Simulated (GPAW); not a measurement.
Runs of GPAW 26.7.0 on ZnS. The structure is cubic, space group F-43m (No. 216). The conventional cell has a = 5.404 Å, b = 5.404 Å, c = 5.404 Å, α = 90.00°, β = 90.00°, γ = 90.00°. Zn (site symmetry -43m) is surrounded by 4 S at 2.34 Å. S (site symmetry -43m) has 4 Zn at 2.34 Å as nearest neighbours. 

```tsv
task	cell	smearing	maxiter	convergence	response ecut	response k mesh	response bands	gap on the mesh (eV)
single point	F-43m, 19.73 Å³/atom	fermi-dirac 0.05 eV	120	default	-	-	-	2.11
dielectric tensor	F-43m, 19.33 Å³/atom	fermi-dirac 0.001 eV	150	-	80 eV	21 × 21 × 21	29	2.19
dielectric tensor	F-43m, 18.54 Å³/atom	fermi-dirac 0.001 eV	150	-	80 eV	21 × 21 × 21	29	2.38
dielectric tensor	F-43m, 18.94 Å³/atom	fermi-dirac 0.001 eV	150	-	80 eV	21 × 21 × 21	29	(a)
```

Alike in all rows: level PBE; potentials or basis GPAW PAW data sets (gpaw-data 1.2.1), pw; no spin polarisation; k mesh 7 × 7 × 7; cutoff (eV) 450.

Task: Estimate the missing entries.

Result: (a) 2.28.

Caveats: the long-wavelength limit can be off by several per cent where d states take part (some runs); an odd mesh through Γ misses points on the zone boundary, where band edges often lie (some runs); the cutoff is short for stress and forces, so pressures can be off by a GPa or more (some runs).
